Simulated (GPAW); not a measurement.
## Equation of state of HfO2 under SOGGA

Symmetry: Fm-3m, No. 225, cubic system. The conventional cell has a = 5.115 Å, b = 5.115 Å, c = 5.115 Å, α = 90.00°, β = 90.00°, γ = 90.00°. Around Hf (site symmetry m-3m) lie 8 O at 2.21 Å. O (site symmetry -43m) has 4 Hf at 2.21 Å as nearest neighbours.

Measurements of this composition are mostly on another form, of space group No. 14.

The cell was scaled at fixed shape and fractions and run with GPAW, PAW data sets generated for this functional, cutoff 800 eV; SOGGA, k mesh 7 × 7 × 7 on the cell of 3 atoms, fermi-dirac occupations of 0.05 eV, no spin polarisation, no spin-orbit coupling. Energies are those that the program minimises, any entropy of the smearing included.

| V (Å³/atom) | energy over the lowest row (meV/atom) |
| --- | --- |
| 10.4830 | 3.41 |
| 10.7060 | 0.00 |
| 10.9290 | ? |
| 11.1521 | 15.93 |
| 11.3751 | 33.66 |
| 11.5982 | 56.99 |
| 11.8212 | 85.42 |

Q: Fit the third-order Birch-Murnaghan form, give V0, B0 and B′, and predict the energy left open.

A: With y = (V0/V)^(2/3), E = E0 + (9 V0 B0/16) [(y - 1)³ B′ + (y - 1)² (6 - 4y)]. Least squares through the rows shown give V0 = 10.6870 Å³/atom, E0 = -0.01 meV, B0 = 271.9 GPa (1 eV/Å³ = 160.218 GPa) and B′ = 4.31, with a largest miss of 0.03 meV. At V = 10.9290 the form with these constants gives 4.46 meV; the run gave 4.46 meV an atom.

The energy minimum lies at 10.6870 Å³/atom, below the 11.1521 Å³/atom of the listed cell, so SOGGA favours a denser fluorite lattice than the one supplied. This probably reflects the functional's weak gradient enhancement of exchange, which penalises compact solids less than standard GGAs do. The bulk modulus of 271.9 GPa marks a stiff oxide. Highly charged Hf(IV) and oxide ions attract strongly, with some O 2p–Hf 5d covalency, while closed-shell repulsion rises steeply as the short Hf–O contacts are compressed.

The agreement at the omitted volume confirms a smooth curve, but as an interpolation it is a mild test. Only one row lies on the compressed side of the minimum, so B′ rests largely on the expansion branch and is less secure than V0 or B0. Because uniform scaling keeps the oxygens on their ideal sites, a well-defined minimum here doesn't show that the cubic form is stable against the oxygen displacements that lead to the tetragonal phase.
